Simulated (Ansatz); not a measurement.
The reference is InN in the zinc blende structure (space group F-43m, No. 216; a = 4.999 Å). Axes: x, y, z lie along the cube axes.

Computed with r2SCAN (Ansatz, an electronic-structure program, PAW, no spin-orbit coupling).

Before the change:

- Shortest interatomic distance: 2.165 Å

It is then changed as follows: compressive biaxial strain of 0.74 % in the plane normal to [001], as in epitaxy on a mismatched substrate; the out-of-plane cell vector and the atoms relax.

Task: What does the calculation give for the energy relative to the base after the change?

Result: The energy grows by 0.7 meV/atom.

Task: What does the calculation give for the shortest interatomic distance after the change?

Result: The shortest interatomic distance falls by 0.004 Å, from 2.165 Å to 2.161 Å.

A case with no gap was solved on a k-mesh chosen for an insulator, which is coarse for it. No phonon test of stability was made. All final runs are without spin polarisation. This is not the structure that InN has at room temperature and ambient pressure.
